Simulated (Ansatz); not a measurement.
**SiC (Moissanite 6H) under changes of volume**

One of the cells (10.487 Å³/atom); the others are scaled copies at fixed shape and fractional positions:

```
Si C
1.0
     3.09500    0.00000    0.00000
    -1.54750    2.68035    0.00000
     0.00000    0.00000   15.17000
Si C
6 6
Direct
  0.66667 0.33333 0.45830
  0.33333 0.66667 0.95830
  0.66667 0.33333 0.79170
  0.33333 0.66667 0.29170
  0.00000 0.00000 0.62500
  0.00000 0.00000 0.12500
  0.66667 0.33333 0.33330
  0.33333 0.66667 0.83330
  0.66667 0.33333 0.66670
  0.33333 0.66667 0.16670
  0.00000 0.00000 0.50000
  0.00000 0.00000 0.00000
```

```yaml
Program: Ansatz 0.2.0
Functional: r2SCAN
Dispersion: rVV10
Potentials_or_basis: Ansatz PAW
Cutoff: "500 eV (not typed: the program's choice for these potentials)"
k_mesh: 10 × 10 × 2
Occupations: fermi-dirac, width 0.05 eV
Spin: no spin polarisation
```

```csv
volume (Å³/atom),energy over the lowest point (meV/atom),pressure (GPa),largest force (eV/Å)
9.858,?,?,?
10.068,3.96,5.6,0.157
10.277,0.00,0.6,0.153
10.487,2.24,-3.9,0.150
10.697,10.09,-8.0,0.147
10.907,23.02,-11.7,0.143
11.116,40.55,-15.0,0.140
```

**Question.** What does the run at 9.858 Å³/atom give?

**Answer.** Energy over the lowest point 14.77 meV/atom; pressure 11.0 GPa; largest force 0.161 eV/Å.

Worked out: A Birch-Murnaghan fit of order 3 (a polynomial in V^(-2/3)) to the other rows has its minimum at 10.30 Å³/atom with B0 = V·E''(V) = 229 GPa and B' = 3.7 at fixed shape and positions, which overstates the stiffness. It gives 14.73 meV/atom at 9.858 Å³/atom, against the run's 14.77, and -dE/dV = 11.0 GPa, against 11.0.

Energies are extrapolated to zero smearing.

Caveats: the PAW data sets come from PBE, with cores solved anew for the run's functional, which leaves a small shift of forces and pressure.
